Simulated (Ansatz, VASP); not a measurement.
# P in VASP and in Ansatz

```xyz
2
Lattice="3.2541 0.0000 0.0000 -1.6270 2.8181 0.0000 0.0000 0.0000 28.0000" Properties=species:S:1:pos:R:3 pbc="T T T"
P     0.0000    1.8787   14.6226
P     1.6270    0.9394   13.3774
```

Alike in both runs: task single point; functional r2SCAN; k mesh 9 × 9 × 1; occupations gaussian, width 0.02 eV; no spin polarisation.

|  | VASP | Ansatz |
| --- | --- | --- |
| version | VASP 6.6.1 | Ansatz 0.2.0 |
| potentials or method | VASP PAW PBE potentials, release 64 (P) | scalar-relativistic, plane waves, PAW |
| plane-wave cutoff (eV) | 520 | 500 |
| valence electrons in the cell | 10 | 10 |

|  | VASP | Ansatz | Ansatz less VASP |
| --- | --- | --- | --- |
| gap on the k mesh at the Fermi level (eV) | 2.32 | 2.30 | -0.026 |
| least direct gap on the mesh (eV) | 2.56 | 2.52 | -0.033 |
| rms of the force components (eV/Å) | 0.263 | 0.178 | -0.0853 |

Atom by atom the forces differ by 0.085 eV/Å (rms over components). With one functional, cell and mesh, what is left measures potentials, basis and numerics.

Caveats: the PAW data sets were made with another functional, which shifts forces and pressure a little (VASP).
